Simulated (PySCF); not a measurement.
# Which basis set comes closest?

Molecule: triethylamine (CCN(CC)CC, C6H15N).

Numbering as in the mapped SMILES `[CH3:1][CH2:2][N:3]([CH2:4][CH3:5])[CH2:6][CH3:7]`. Hydrogens are named by the atom that carries them.

Geometry PBE0-D3(BJ)/def2-SVP throughout; GIAO in PySCF, gas phase, one conformer, non-relativistic; equivalent atoms averaged; functional PBE0.

Reference values (measured; solution, THF-d8, 298 K; Fulmer et al., Organometallics 2010, 29, 2176): δ(H(C1)/H(C5)/H(C7)) = 0.97 ppm, δ(H(C2)/H(C4)/H(C6)) = 2.46 ppm, δ(C1/C5/C7) = 12.5 ppm, δ(C2/C4/C6) = 47.2 ppm. Computed shifts are taken against TMS, calculated as an isolated molecule at each level.

Problem. How do the basis sets STO-3G, pcSseg-0, 6-31G, 6-31G*, cc-pVDZ, def2-SVP, pcSseg-1, 6-311+G(2d,p), aug-cc-pVDZ, def2-TZVP perform against the reference? Times are CPU seconds on shared hosts with different chips, so compare them loosely.

Solution. 
```csv
basis set,functions,H(C1)/H(C5)/H(C7),H(C2)/H(C4)/H(C6),C1/C5/C7,C2/C4/C6,mean abs. error H,mean abs. error C,core-s
STO-3G,50,0.71,1.32,16.9,42.4,0.70,4.6,5.1
pcSseg-0,93,1.03,2.37,13.5,46.6,0.07,0.8,8
6-31G,93,1.10,2.74,12.2,44.1,0.21,1.7,11
6-31G*,128,0.95,2.66,11.9,44.1,0.11,1.9,15
cc-pVDZ,173,0.87,2.51,12.3,46.2,0.07,0.6,21
def2-SVP,173,0.83,2.39,11.0,44.1,0.10,2.3,19
pcSseg-1,194,0.95,2.47,11.8,46.4,0.02,0.8,29
"6-311+G(2d,p)",279,0.90,2.61,11.1,45.8,0.11,1.4,47
aug-cc-pVDZ,296,0.97,2.69,11.2,45.3,0.11,1.6,46
def2-TZVP,307,0.91,2.62,11.7,47.0,0.11,0.5,50
```

For ¹H the closest is pcSseg-1 (0.02 ppm) and the furthest STO-3G (0.70 ppm).

For ¹³C the closest is def2-TZVP (0.5 ppm, with cc-pVDZ, pcSseg-1, pcSseg-0 practically level) and the furthest STO-3G (4.6 ppm). Where a smaller basis beats a larger one, errors probably cancel. One molecule is a small sample, and vibrational and solvent effects are absent from the calculation.

A small basis that lands close on one nucleus may do so by chance; judge by the trend and by all nuclei.
